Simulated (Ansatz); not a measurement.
The system is Cs.

```xyz
1
Lattice="0.0000 3.9483 3.9483 3.9483 0.0000 3.9483 3.9483 3.9483 0.0000" Properties=species:S:1:pos:R:3 pbc="T T T"
Cs    0.0000    0.0000    0.0000
```

This isn't the form of Cs at room conditions, which is bcc.

| Item | Value |
| --- | --- |
| Program | Ansatz 0.2.0 |
| Task | relaxation of cell and atoms |
| Functional | PBE |
| Dispersion | D3(BJ)-ATM |
| Potentials or basis | Ansatz PAW |
| Cutoff | 420 eV (not typed: the program's choice for these potentials) |
| k mesh | 6 × 6 × 6 |
| Occupations | fermi-dirac, width 0.05 eV |
| Spin | no spin polarisation |

At the start: volume 123.10 Å³/atom.

Task: Where does the relaxation end?

Result: It ends after 5 steps and the volume is 112.35 Å³/atom (-8.7 %); space group Fm-3m (No. 225, to 0.05 Å).

The path:
```csv
step,energy change (eV),largest force (eV/Å),volume (Å³)
1,0.0000,0.0000,123.10
2,-0.0008,0.0000,122.35
3,-0.0061,0.0000,110.99
4,-0.0062,0.0000,112.35
5,-0.0061,0.0000,112.35
```

Final structure:
```
Cs
1.0
     0.00000    3.82984    3.82984
     3.82984    0.00000    3.82984
     3.82984    3.82984    0.00000
Cs
1
Direct
  0.00000 0.00000 0.00000
```

Caveat: the plane-wave basis is chosen anew once the cell has moved, so the energies of steps on either side of that aren't comparable; pairwise dispersion overbinds metals, which lowers pressure and volume.
